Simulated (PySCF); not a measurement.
# As in PySCF: convergence with k mesh

Input of the first run (k mesh 2 × 2 × 2); the others differ in this setting and in those tied to it:

Contents of run.py:

```python
import json
import numpy as np
from pyscf.pbc import gto, scf, dft, df

cell = gto.Cell()
cell.basis = 'DZVP-MOLOPT-SR-GTH-q5'
cell.pseudo = 'GTH-PBE-q5'
cell.fromfile('As.cif')
cell.ke_cutoff = 50  # hartree
cell.exp_to_discard = 0.02
cell.precision = 1e-08
cell.space_group_symmetry = True
cell.symmorphic = False
cell.max_memory = 2940  # MB
cell.verbose = 4
cell.build()

res = {}
kpts = cell.make_kpts([2, 2, 2], space_group_symmetry=True, time_reversal_symmetry=True)
cell.space_group_symmetry = False  # the mesh holds the operations; no search on the supercells of the integral code
mf = dft.KRKS(cell, kpts, xc='pbe')
mf = mf.multigrid_numint()
mf = mf.smearing(sigma=0.00183747, method='fermi')  # hartree
mf.conv_tol = 1e-07
mf.max_cycle = 60

mf.kernel()
res.update(converged=bool(mf.converged), e_tot=mf.e_tot, nelec=cell.nelectron, nao=cell.nao, mesh=list(map(int, cell.mesh)), a=cell.lattice_vectors().tolist(), coords=cell.atom_coords().tolist(),
           mo_energy=[np.real(x).tolist() for x in mf.mo_energy], mo_occ=[np.real(x).tolist() for x in mf.mo_occ])
res.update(e_free=mf.e_free, e_zero=mf.e_zero)
res.update(kpts=kpts.kpts_scaled_ibz.tolist(), weights=kpts.weights_ibz.tolist())
res['parts'] = {k: float(np.real(v)) for k, v in mf.scf_summary.items() if np.isscalar(v)}
json.dump(res, open('results.json', 'w'))
if not mf.converged:
    raise SystemExit('SCF not converged')

print('levels (eV)')
for i, kp in enumerate(res['kpts'][:40]):
    print('k %7.4f %7.4f %7.4f  ' % tuple(kp), ' '.join('%.3f' % (x * 27.211386) for x in res['mo_energy'][i][:10]))

mf = mf.to_khf()  # unfold to the whole mesh
kpts = mf.kpts
# Mulliken populations
dm, s = np.asarray(mf.make_rdm1()), np.asarray(mf.get_ovlp())
sites = cell.aoslice_by_atom()[:, 2:]
tot = np.einsum('kij,kji->i', dm, s).real / len(kpts)
res['mulliken'] = [cell.atom_charge(i) - tot[a0:a1].sum() for i, (a0, a1) in enumerate(sites)]
print('Mulliken charges', np.round(res['mulliken'], 5))
res['meta_lowdin'] = mf.mulliken_meta()[1].tolist()
res['done'] = True
json.dump(res, open('results.json', 'w'))
```

The input As.cif:

```cif
data_As
_cell_length_a 4.13100000
_cell_length_b 4.13100000
_cell_length_c 4.13100000
_cell_angle_alpha 54.16700000
_cell_angle_beta 54.16700000
_cell_angle_gamma 54.16700000
_space_group_name_H-M_alt 'P1'
_space_group_name_Hall 'P 1'
_space_group_IT_number 1
loop_
_space_group_symop_operation_xyz
'x,y,z'
loop_
_atom_site_label
_atom_site_type_symbol
_atom_site_symmetry_multiplicity
_atom_site_Wyckoff_symbol
_atom_site_fract_x
_atom_site_fract_y
_atom_site_fract_z
_atom_site_occupancy
As1 As 1 a 0.2260000000 0.2260000000 0.2260000000 1
As2 As 1 a 0.7740000000 0.7740000000 0.7740000000 1
```

Potentials or basis: DZVP-MOLOPT-SR/GTH-PBE (potentials made for PBE).

Launch:

```bash
$ OMP_NUM_THREADS=2 python -u run.py > log
```

Hardware: 2 threads of Intel(R) Xeon(R) Processor @ 2.70GHz (shared host).

```
   k mesh  energy less the tightest run, at zero smearing (meV/atom)  SCF cycles  CPU time (s)  peak memory (GiB)
2 × 2 × 2                                                    1005.79           7            22               0.23
3 × 3 × 3                                                     -40.34           5            23               0.34
4 × 4 × 4                                                     -15.15           5            49               0.62
5 × 5 × 5                                                      -4.46           5           140                1.4
6 × 6 × 6                                                       0.00           5           490                3.9
7 × 7 × 7                                      timed out after 750 s           -             -                  -
```

Not settled before the last step: the energy (to 1 meV/atom). Meshes of other sizes hit other points, so gaps and Fermi surfaces needn't settle smoothly. The tightest run that finished is the yardstick and may itself not be fully converged.

Caveat, for the tightest run too: the basis of atomic orbitals isn't converged, which shifts pressures, moduli and gaps.
